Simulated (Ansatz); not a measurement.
## ZnS (Wurtzite-6H) under changes of volume

One of the cells (19.600 Å³/atom); the others are scaled copies at fixed shape and fractional positions:

```xyz
12
Lattice="3.8120 0.0000 0.0000 -1.9060 3.3013 0.0000 0.0000 0.0000 18.6900" Properties=species:S:1:pos:R:3 pbc="T T T"
Zn    0.0000    2.2009   15.5749
Zn    1.9060    1.1004    6.2299
Zn    1.9060    1.1004   12.4601
Zn    0.0000    2.2009    3.1151
Zn    0.0000    0.0000    9.3450
Zn    0.0000    0.0000    0.0000
S     0.0000    2.2009   17.9112
S     1.9060    1.1004    8.5662
S     1.9060    1.1004   14.7963
S     0.0000    2.2009    5.4513
S     0.0000    0.0000   11.6812
S     0.0000    0.0000    2.3362
```

* Program: Ansatz 0.2.0
* Functional: PBE
* Potentials or basis: Ansatz PAW polarizable
* Cutoff: 420 eV (not typed: the program's choice for these potentials)
* k mesh: 8 × 8 × 2
* Occupations: fermi-dirac, width 0.05 eV
* Spin: no spin polarisation

| volume (Å³/atom) | energy over the lowest point (meV/atom) | pressure (GPa) | gap on the mesh (eV) | largest force (eV/Å) |
| --- | --- | --- | --- | --- |
| 18.424 | 38.18 | 7.7 | 2.44 | 0.039 |
| 18.816 | 21.95 | 5.6 | 2.34 | 0.036 |
| 19.208 | ? | ? | ? | ? |
| 19.600 | 3.33 | 2.1 | 2.16 | 0.030 |
| 19.992 | 0.00 | 0.6 | 2.08 | 0.027 |
| 20.384 | 0.14 | -0.7 | 1.99 | 0.025 |
| 20.776 | 3.40 | -1.9 | 1.91 | 0.024 |

Question: What does the run at 19.208 Å³/atom give?

Answer: Energy over the lowest point 10.50 meV/atom; pressure 3.8 GPa; gap on the mesh 2.25 eV; largest force 0.033 eV/Å.

Worked out: A Birch-Murnaghan fit of order 3 (a polynomial in V^(-2/3)) to the other rows has its minimum at 20.17 Å³/atom with B0 = V·E''(V) = 69 GPa and B' = 4.4 at fixed shape and positions, which overstates the stiffness. It gives 10.50 meV/atom at 19.208 Å³/atom, against the run's 10.50, and -dE/dV = 3.8 GPa, against 3.8. A straight line through the other rows of the gap, of slope -4.39 eV per unit of ln V (its deformation potential), gives 2.25 eV, against the run's 2.25.

Energies are extrapolated to zero smearing.

Caveats: the cell's inner coordinates are idealised or old, which leaves forces on the atoms.

A mesh can miss the band edges.
